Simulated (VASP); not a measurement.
# SnTe (Imm2) in VASP: single point with r2SCAN

Aim: the single point of SnTe with r2SCAN.

Program: VASP 6.6.1. These are calculated values, not measurements. Logs are shortened: lines on timing, memory, paths and dates and some standing lists are left out, and cuts for length are marked.

## Step 1: The cell of the first run

It takes space group Imm2 (No. 44, orthorhombic). The conventional cell has a = 4.915 Å, b = 5.298 Å, c = 7.222 Å, α = 90.00°, β = 90.00°, γ = 90.00°. Around Sn (site symmetry mm2) lie 4 Te at 3.05 to 3.21 Å. Te (site symmetry mm2) has 4 Sn at 3.05 to 3.21 Å as nearest neighbours.

Measurements of this composition are mostly on another form, of space group No. 225.

## Step 2: Single point, r2SCAN (strain -0.0750 x Voigt [0, 0, 0, 0, 1, 0], atoms carried along)

Contents of POSCAR:

```
SnTe
1.0
   -0.1354179750      3.6111460000      3.6111460000
    3.4757280250      0.0000000000      3.4757280250
    3.6111460000      3.6111460000     -0.1354179750
Sn Te
1 1
Direct
    0.0000000000      0.0000000000      0.0000000000
    0.7500000000      0.7500000000      0.7500000000
```

Contents of INCAR.step1:

```
SYSTEM = SnTe
PREC = Accurate ; ENCUT = 520
ISMEAR = 0 ; SIGMA = 0.03
LREAL = .False. ; LASPH = .True.
NELM = 100 ; NBANDS = 17
GGA = PE ; ALGO = Normal
EDIFF = 1E-4 ; LWAVE = .True.
LCHARG = .False.
```

Contents of INCAR.step2:

```
SYSTEM = SnTe
PREC = Accurate ; ENCUT = 520
EDIFF = 1E-6 ; ISMEAR = 0
SIGMA = 0.03 ; LREAL = .False.
LASPH = .True. ; NELM = 100
ALGO = Normal ; ISIF = 2
LWAVE = .False. ; LCHARG = .False.
METAGGA = R2SCAN ; LMIXTAU = .True.
NBANDS = 17 ; ISTART = 1
```

Contents of KPOINTS:

```
Automatic mesh
0
Gamma
  8 8 8
  0 0 0
```

Potentials or basis: VASP PAW PBE potentials, release 64 (Sn_d, Te).

On the command line:

```
cat potpaw_PBE.64/Sn_d/POTCAR potpaw_PBE.64/Te/POTCAR > POTCAR
cp INCAR.step1 INCAR
mpirun -np 1 vasp_std > vasp.out
cp INCAR.step2 INCAR
mpirun -np 1 vasp_std > vasp.out
```

OUTCAR:

```text
SYSTEM = SnTe
   PREC = Accurate
   ENCUT = 520
   EDIFF = 1E-6
   ISMEAR = 0
   LREAL = .False.
   LASPH = .True.
   NELM = 100
   ISIF = 2
   METAGGA = R2SCAN
   ISTART = 1

 ion  position               nearest neighbor table
   1  0.000  0.000  0.000-   2 3.05   2 3.05   2 3.21   2 3.21
   2  0.750  0.750  0.750-   1 3.05   1 3.05   1 3.21   1 3.21

  LATTYP: Found a body centered orthorhombic cell.
 ALAT       =     4.9154217121
 B/A-ratio  =     1.0779220779
 C/A-ratio  =     1.4693127921

  Lattice vectors:

 A1 = (   3.6111460000,  -3.6111460000,  -0.1354179750)
 A2 = (  -3.6111460000,  -3.6111460000,   0.1354179750)
 A3 = (   0.1354179750,   3.6111460000,  -3.6111460000)

Analysis of symmetry for initial positions (statically):
=====================================================================
 Subroutine PRICEL returns:
 Original cell was already a primitive cell.

 Routine SETGRP: Setting up the symmetry group for a
 body centered orthorhombic supercell.

 Subroutine GETGRP returns: Found  4 space group operations
 (whereof  4 operations were pure point group operations)
 out of a pool of  8 trial point group operations.

The static configuration has the point symmetry C_2v.

Analysis of symmetry for dynamics (positions and initial velocities):
=====================================================================
 Subroutine PRICEL returns:
 Original cell was already a primitive cell.

 Routine SETGRP: Setting up the symmetry group for a
 body centered orthorhombic supercell.

 Subroutine GETGRP returns: Found  4 space group operations
 (whereof  4 operations were pure point group operations)
 out of a pool of  8 trial point group operations.

The dynamic configuration has the point symmetry C_2v.

 Subroutine INISYM returns: Found  4 space group operations
 (whereof  4 operations are pure point group operations),
 and found     1 'primitive' translations

----------------------------------------------------------------------------------------

                                     Primitive cell

  volume of cell :      94.0490

  direct lattice vectors                    reciprocal lattice vectors
    -0.135417975  3.611146000  3.611146000    -0.133455615  0.138460201  0.133455615
     3.475728025  0.000000000  3.475728025     0.143854754 -0.138460201  0.143854754
     3.611146000  3.611146000 -0.135417975     0.133455615  0.138460201 -0.133455615

  length of vectors
     5.108726739  4.915421712  5.108726739     0.234076974  0.246088618  0.234076974

  position of ions in fractional coordinates (direct lattice)
     0.000000000  0.000000000  0.000000000
     0.750000000  0.750000000  0.750000000

  ion indices of the primitive-cell ions
   primitive index   ion index
                 1           1
                 2           2

----------------------------------------------------------------------------------------

 KPOINTS: Automatic mesh

Automatic generation of k-mesh.
 Grid dimensions read from file:
 generate k-points for:    8    8    8

 Generating k-lattice:

  Cartesian coordinates                     Fractional coordinates (reciprocal lattice)
    -0.016681952  0.017307525  0.016681952     0.125000000  0.000000000 -0.000000000
     0.017981844 -0.017307525  0.017981844     0.000000000  0.125000000  0.000000000
     0.016681952  0.017307525 -0.016681952    -0.000000000  0.000000000  0.125000000

  Length of vectors
     0.029259622  0.030761077  0.029259622

  Shift w.r.t. Gamma in fractional coordinates (k-lattice)
     0.000000000  0.000000000  0.000000000

 Subroutine IBZKPT returns following result:
 ===========================================

 Found     95 irreducible k-points:

 Following reciprocal coordinates:
            Coordinates               Weight
  0.000000  0.000000  0.000000      1.000000
  0.125000  0.000000 -0.000000      4.000000
  0.250000  0.000000 -0.000000      4.000000
  0.375000  0.000000 -0.000000      4.000000
  0.500000  0.000000 -0.000000      2.000000
  0.000000  0.125000  0.000000      4.000000
[... 16 lines left out ...]
  0.125000  0.375000  0.000000      8.000000
  0.250000  0.375000  0.000000      8.000000
 [... further k-points ...]
   k-points           NKPTS =     95   k-points in BZ     NKDIM =     95   number of bands    NBANDS=     17
   number of dos      NEDOS =    301   number of ions     NIONS =      2
   total plane-waves  NPLWV =  64000
   dimension x,y,z NGX =    40 NGY =   40 NGZ =   40
   dimension x,y,z NGXF=    80 NGYF=   80 NGZF=   80
   ions per type =               1   1
   NGX,Y,Z   is equivalent  to a cutoff of  13.02, 13.53, 13.02 a.u.
   NGXF,Y,Z  is equivalent  to a cutoff of  26.03, 27.06, 26.03 a.u.
 SYSTEM =  SnTe
   PREC   = accura    normal or accurate (medium, high low for compatibility)
   ISTART =      1    job   : 0-new  1-cont  2-samecut
   ICHARG =      0    charge: 1-file 2-atom 10-const
   ISPIN  =      1    spin polarized calculation?
   LNONCOLLINEAR =      F non collinear calculations
   LSORBIT =      F    spin-orbit coupling
   LASPH  =      T    aspherical Exc in radial PAW
   ENCUT  =  520.0 eV  38.22 Ry    6.18 a.u.   9.50  9.14  9.50*2*pi/ulx,y,z
   NELM   =    100;   NELMIN=  2; NELMDL=  0     # of ELM steps
   EDIFF  = 0.1E-05   stopping-criterion for ELM
   LREAL  =      F    real-space projection
   EDIFFG = 0.1E-04   stopping-criterion for IOM
   NSW    =      0    number of steps for IOM
   IBRION =     -1    ionic relax: 0-MD 1-quasi-New 2-CG
   NFREE  =      0    steps in history (QN), initial steepest desc. (CG)
   ISIF   =      2    stress and relaxation
   ISYM   =      2    0-nonsym 1-usesym 2-fastsym
   POTIM  = 0.5000    time-step for ionic-motion
   TEBEG  =    0.0;   TEEND  =   0.0 temperature during run
   PSTRESS=    0.0 pullay stress
   NELECT =      20.0000    total number of electrons
   NUPDOWN=      -1.0000    fix difference up-down
   EMIN   =  10.00;   EMAX   =-10.00  energy-range for DOS
   EFERMI =   0.00;   METHOD = LEGACY
   ISMEAR =     0;   SIGMA  =   0.03  broadening in eV -4-tet -1-fermi 0-gaus
   EFERMI_NEDOS =   21; number of points for ismear=-14 and -15
   IALGO  =     38    algorithm
   IMIX   =      4    mixing-type and parameters
     AMIX     =   0.40;   BMIX     =  1.00
     AMIX_MAG =   1.60;   BMIX_MAG =  1.00
  volume/ion in A,a.u.               =      47.02       317.34
  Fermi-wavevector in a.u.,A,eV,Ry     =   0.977163  1.846570 12.991479  0.954847
  Thomas-Fermi vector in A             =   2.107838
   LORBIT       =      0    0 simple, 1 ext, 2 COOP (PROOUT), +10 PAW based schemes
   METAGGA = R2SCAN    functional components
   LHFCALC =     F    Hartree Fock is set to
   AEXX    =    0.0000 exact exchange contribution
   IVDW    =     0    specifies the selected vdW correction
   LEPSILON=     F    determine dielectric tensor
   LRPA    =     F    only Hartree local field effects (RPA)
 non-spin polarized calculation
 Gauss-broadening in eV      SIGMA  =   0.03
  energy-cutoff  :      520.00
  volume of cell :       94.05
 maximum number of plane-waves:      2556
 NGX is ok and might be reduce to    40
   NGX = 19   NGY = 19   NGZ = 19

 number of electron      20.0000005 magnetization

 Free energy of the ion-electron system (eV)
  ---------------------------------------------------
  ext. energy  EPLUGINS =         0.00000000
  ---------------------------------------------------
  free energy    TOTEN  =       -50.06892934 eV

  energy without entropy =      -50.06892933  energy(sigma->0) =      -50.06892933

 E-fermi :   3.1789     XC(G=0):  -7.9557

 val. band max:        3.0858316551   @ k =  -0.2500   0.5000   0.2500
 cond. band min:       3.2719097312   @ k =   0.5000   0.5000   0.0000
 fundamental gap:      0.1860780761
 Fermi energy:         3.1789121565

 k-point     1 :       0.0000    0.0000    0.0000
  band No.  band energies     occupation
      1     -19.4523      2.00000
      2     -19.4491      2.00000
      3     -19.4419      2.00000
      4     -19.4346      2.00000
      5     -19.4272      2.00000
      6      -8.9910      2.00000
[... 9 lines left out ...]
     16       9.9258      0.00000
     17      10.8618      0.00000

 k-point     2 :       0.1250    0.0000   -0.0000
  band No.  band energies     occupation
      1     -19.4523      2.00000
      2     -19.4490      2.00000
      3     -19.4417      2.00000
      4     -19.4345      2.00000
      5     -19.4272      2.00000
      6      -8.9275      2.00000
[... 9 lines left out ...]
     16       9.6398      0.00000
     17      10.5641      0.00000

 k-point     3 :       0.2500    0.0000   -0.0000
  band No.  band energies     occupation
      1     -19.4525      2.00000
      2     -19.4487      2.00000
      3     -19.4412      2.00000
      4     -19.4344      2.00000
      5     -19.4274      2.00000
      6      -8.7605      2.00000
[... 9 lines left out ...]
     16       9.5226      0.00000
     17      10.3978      0.00000

 k-point     4 :       0.3750    0.0000   -0.0000
  band No.  band energies     occupation
      1     -19.4527      2.00000
      2     -19.4483      2.00000
      3     -19.4408      2.00000
      4     -19.4342      2.00000
      5     -19.4276      2.00000
      6      -8.5686      2.00000
[... 9 lines left out ...]
     16       9.9673      0.00000
     17      10.4455      0.00000

 k-point     5 :       0.5000    0.0000   -0.0000
  band No.  band energies     occupation
      1     -19.4529      2.00000
      2     -19.4481      2.00000
      3     -19.4406      2.00000
      4     -19.4341      2.00000
      5     -19.4277      2.00000
      6      -8.4793      2.00000
[... 9 lines left out ...]
     16      10.3086      0.00000
     17      10.5800      0.00000

 k-point     6 :       0.0000    0.1250    0.0000
  band No.  band energies     occupation
      1     -19.4522      2.00000
      2     -19.4488      2.00000
      3     -19.4422      2.00000
      4     -19.4346      2.00000
      5     -19.4269      2.00000
      6      -8.9115      2.00000
[... 9 lines left out ...]
     16       9.4941      0.00000
     17      10.7070      0.00000

 k-point     7 :       0.1250    0.1250    0.0000
  band No.  band energies     occupation
      1     -19.4520      2.00000
      2     -19.4491      2.00000
      3     -19.4421      2.00000
      4     -19.4346      2.00000
      5     -19.4269      2.00000
      6      -8.8943      2.00000
[... 9 lines left out ...]
     16      10.0455      0.00000
     17      11.3814      0.00000

 k-point     8 :       0.2500    0.1250    0.0000
  band No.  band energies     occupation
      1     -19.4519      2.00000
      2     -19.4490      2.00000
      3     -19.4417      2.00000
      4     -19.4346      2.00000
      5     -19.4270      2.00000
      6      -8.7631      2.00000
[... 9 lines left out ...]
     16      10.0344      0.00000
     17      11.1408      0.00000
[... 203 lines left out ...]
      1     -19.4522      2.00000
      2     -19.4480      2.00000
      3     -19.4415      2.00000
      4     -19.4345      2.00000
      5     -19.4265      2.00000
      6      -8.3014      2.00000
[... 9 lines left out ...]
     16      10.4437      0.00000
     17      11.8272      0.00000

 k-point    20 :      -0.2500    0.2500    0.0000
  band No.  band energies     occupation
      1     -19.4524      2.00000
      2     -19.4479      2.00000
      3     -19.4419      2.00000
      4     -19.4345      2.00000
      5     -19.4264      2.00000
      6      -8.4133      2.00000
[... 9 lines left out ...]
     16      10.2239      0.00000
     17      11.6375      0.00000

 k-point    21 :      -0.1250    0.2500    0.0000
  band No.  band energies     occupation
      1     -19.4524      2.00000
      2     -19.4480      2.00000
      3     -19.4424      2.00000
      4     -19.4346      2.00000
      5     -19.4263      2.00000
      6      -8.5785      2.00000
[... 9 lines left out ...]
     16       9.8211      0.00000
     17      11.1074      0.00000

 k-point    22 :       0.0000    0.3750    0.0000
  band No.  band energies     occupation
      1     -19.4520      2.00000
      2     -19.4476      2.00000
      3     -19.4435      2.00000
      4     -19.4347      2.00000
      5     -19.4255      2.00000
      6      -8.4449      2.00000
[... 9 lines left out ...]
     16       9.8493      0.00000
     17      10.6597      0.00000

 k-point    23 :       0.1250    0.3750    0.0000
  band No.  band energies     occupation
      1     -19.4515      2.00000
      2     -19.4481      2.00000
      3     -19.4434      2.00000
      4     -19.4348      2.00000
      5     -19.4255      2.00000
      6      -8.4719      2.00000
[... 9 lines left out ...]
     16      10.1938      0.00000
     17      11.1116      0.00000

 k-point    24 :       0.2500    0.3750    0.0000
  band No.  band energies     occupation
      1     -19.4509      2.00000
      2     -19.4492      2.00000
      3     -19.4428      2.00000
      4     -19.4350      2.00000
      5     -19.4255      2.00000
      6      -8.4195      2.00000
[... 9 lines left out ...]
     16      10.7647      0.00000
     17      11.9711      0.00000

 [... further k-points ...]

------------------------ aborting loop because EDIFF is reached ----------------------------------------

  FORCE on cell =-STRESS in cart. coord.  units (eV):
  Direction    XX          YY          ZZ          XY          YZ          ZX
  --------------------------------------------------------------------------------------
  -------------------------------------------------------------------------------------
  Total       -0.3095303     -0.2520901     -0.3095303      0.0000000      0.0000000     -0.1042761
  in kB       -5.2730245     -4.2944972     -5.2730245      0.0000000      0.0000000     -1.7764026
  external PRESSURE =      -4.9468487 kB  Pullay stress =       0.0000000 kB

 VOLUME and BASIS-vectors are now :
 -----------------------------------------------------------------------------
  energy-cutoff  :      520.00
  volume of cell :       94.05
      direct lattice vectors                 reciprocal lattice vectors
    -0.135417975  3.611146000  3.611146000    -0.133455615  0.138460201  0.133455615
     3.475728025  0.000000000  3.475728025     0.143854754 -0.138460201  0.143854754
     3.611146000  3.611146000 -0.135417975     0.133455615  0.138460201 -0.133455615

 POSITION                                       TOTAL-FORCE (eV/Angst)
 -----------------------------------------------------------------------------------
      0.00000      0.00000      0.00000         0.000000      0.246605     -0.000000
      5.21359      5.41672      5.21359         0.000000     -0.246605      0.000000
 -----------------------------------------------------------------------------------
    total drift:                               -0.000007      0.000078     -0.000007

  FREE ENERGIE OF THE ION-ELECTRON SYSTEM (eV)
  ---------------------------------------------------
  free  energy   TOTEN  =       -50.0689293360 eV

  energy  without entropy=      -50.0689293271  energy(sigma->0) =      -50.06892933
```

It took 6.2 min on 1 thread of Intel Xeon Platinum 8375C at 2.90GHz (Ice Lake), shared host; peak memory 0.36 GiB.

What came out:

| Item | Value |
| --- | --- |
| Free energy | -50.0689 eV |
| Pressure | -0.5 GPa |
| Largest force | 0.247 eV/Å |
| Band gap on the k mesh | 0.19 eV, indirect (least direct gap 0.91 eV) |

Forces on the atoms (eV/Å):
```
Sn   0.000  0.247  0.000
Te   0.000 -0.247  0.000
```

Stress tensor (GPa, compression positive):
```
-0.53  0.00 -0.18
 0.00 -0.43  0.00
-0.18  0.00 -0.53
```

Caveat: the PAW data sets were made with another functional, which shifts forces and pressure a little; spin-orbit coupling is left out, which moves the levels of the heavy elements. A k mesh can miss the band edges.
